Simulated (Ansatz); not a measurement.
# SrCl2: a trigonal deformation path

The task here is to estimate one member of a computed series from the others.

Computed with Ansatz 0.2.0 (DFT r2SCAN, scalar-relativistic, plane waves, PAW, unless a step's input says otherwise).

**The structure to begin with**

Symmetry: Fm-3m, No. 225, cubic system. Conventional cell: a = 6.971 Å, b = 6.971 Å, c = 6.971 Å, α = 90.00°, β = 90.00°, γ = 90.00°. Around Sr (site symmetry m-3m) lie 8 Cl at 3.02 Å. Cl (site symmetry -43m) is surrounded by 4 Sr at 3.02 Å.

Structure file:

```
CELL_PARAMETERS angstrom
0.00000 3.48550 3.48550
3.48550 0.00000 3.48550
3.48550 3.48550 0.00000
ATOMIC_POSITIONS crystal
Sr 0.00000 0.00000 0.00000
Cl 0.25000 0.25000 0.25000
Cl 0.75000 0.75000 0.75000
```

No relaxation comes first: the listed cell is the starting point.

The first run:

At fixed volume and fractional coordinates, lengths along (0.577, 0.577, 0.577) are scaled against those across it; ρ is that ratio over its starting value.

Contents of input.yaml:

```yaml
crystal:
  lattice:
    - [-1.4638182731, 2.9276365463, 2.9276365463]
    - [2.9276365463, -1.4638182731, 2.9276365463]
    - [2.9276365463, 2.9276365463, -1.4638182731]
  atoms:
    - { symbol: Sr, position: [0.0, 0.0, 0.0] }
    - { symbol: Cl, position: [0.25, 0.25, 0.25] }
    - { symbol: Cl, position: [0.75, 0.75, 0.75] }
basis:
  ecutwfc: 500
kpoints:
  mp_grid: { grid: [6, 6, 6] }
hamiltonian:
  xc: r2scan
scf:
  occupations: { method: gaussian, width: 0.05 }
output:
  forces: true
  stress: true
  eigenvalues: true
```

Started as:

```sh
$ ansatz run input.yaml --threads 1 --pin off --max-ram 2560MiB --backend cpu --events-out ev --progress --plain --runs-dir out
```

Among the steps run: At ρ = 0.500; ρ = 2.000; Point ρ = 0.710; At ρ = 1.410; Point ρ = 0.600; At ρ = 0.850; Point ρ = 1.200; At ρ = 1.700; At ρ = 0.930; At ρ = 1.080.

One table of the session follows, with a row left open; its other results are not shown here.

It belongs to the step «The scan collected». The scan, with free energies counted from the undisturbed cell:

```
    ρ  ΔE (meV/atom)  pressure (GPa)  gap on the mesh (eV)
0.500         4737.8            57.9                  0.75
0.600         1812.6            27.9                  4.09
0.710          556.2            10.6                  5.70
0.850           79.2             2.2                  5.98
0.930           12.3             0.7                  5.98
1.000            0.0             0.4                  5.98
1.080            9.0             0.7                  5.99
1.200           37.1             1.7                  6.08
1.410           86.6             3.9                  6.16
1.700              ?               ?                     ?
2.000          247.8             7.2                  5.83
```

Estimate the missing values for ρ = 1.700.

Worked estimate for «ΔE (meV/atom)». A straight line through the neighbours (1.410, 86.6) and (2.000, 247.8) gives 86.6 + (247.8 − 86.6) × (1.700 − 1.410) / (2.000 − 1.410) = 165.8; a parabola fitted to 3 rows on both sides gives 161.8.

The run gave: ΔE (meV/atom): 154.4; pressure (GPa): 6.1; gap on the mesh (eV): 6.03. In «ΔE (meV/atom)» the line misses by +11.4 and the parabola by +7.4.
